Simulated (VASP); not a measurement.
ZnF2:

```
CELL_PARAMETERS angstrom
4.70480 0.00000 0.00000
0.00000 4.70480 0.00000
0.00000 0.00000 3.13380
ATOMIC_POSITIONS crystal
Zn 0.50000 0.50000 0.50000
Zn 0.00000 0.00000 0.00000
F 0.80240 0.19760 0.50000
F 0.69760 0.69760 0.00000
F 0.19760 0.80240 0.50000
F 0.30240 0.30240 0.00000
```

Base run:

```yaml
Program: VASP 6.6.1
Functional: PBE
Potentials_or_basis: VASP PAW PBE potentials, release 64 (Zn, F)
Cutoff: 520 eV
k_mesh: 6 × 6 × 9
Occupations: fermi-dirac, width 0.05 eV
Spin: no spin polarisation
```

Its results: band gap on the k mesh 3.47 eV, direct; pressure 6.6 GPa; largest force 0.012 eV/Å.

**Question.** The run is repeated on the same cell with these changes: functional from PBE to LAK; further incar settings from ALGO = Normal; EDIFF = 1e-07; NBANDS = 35 to ALGO = Normal; EDIFF = 1e-06; NBANDS = 35. What comes out?

**Answer.** Band gap on the k mesh 4.26 eV, direct; pressure 2.2 GPa; largest force 0.011 eV/Å.

Caveats: an odd mesh through Γ misses points on the zone boundary, where band edges often lie (some runs); the PAW data sets were made with another functional, which shifts forces and pressure a little (some runs).
